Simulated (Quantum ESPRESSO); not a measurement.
KI, 2 atoms in the cell. It takes space group Fm-3m (No. 225, cubic). Conventional cell: a = 7.066 Å, b = 7.066 Å, c = 7.066 Å, α = 90.00°, β = 90.00°, γ = 90.00°. I (site symmetry m-3m) has 6 K at 3.53 Å as nearest neighbours. Around K (site symmetry m-3m) lie 6 I at 3.53 Å. 

```yaml
Program: Quantum ESPRESSO 7.5
Task: single point
Functional: PBE
Potentials_or_basis: SG15 PBE 1.2
Cutoff: 1020 eV
Density_cutoff: 4082 eV
k_mesh: 4 × 4 × 4
Occupations: fermi-dirac, width 0.05 eV
Spin: no spin polarisation
Mixing_beta: 0.5
Most_SCF_iterations: 120
SCF_threshold: 4e-10 Ry
```

Potentials or basis: SG15 PBE 1.2.

The run is started by

```bash
$ OMP_NUM_THREADS=1 mpirun -n 2 pw.x -nk 2 -in pw.in > pw.out
```

Hardware: 2 MPI ranks on Arm Neoverse V1, with other jobs on the host.

Q: How long does it take, and how much memory?

A: Run time: 15 s on 2 MPI ranks on Arm Neoverse V1, with other jobs on the host, peak memory 0.2 GiB a rank. Counts: scf iterations 9, k pools 2, bands 20, k points 8, g dense 51913.
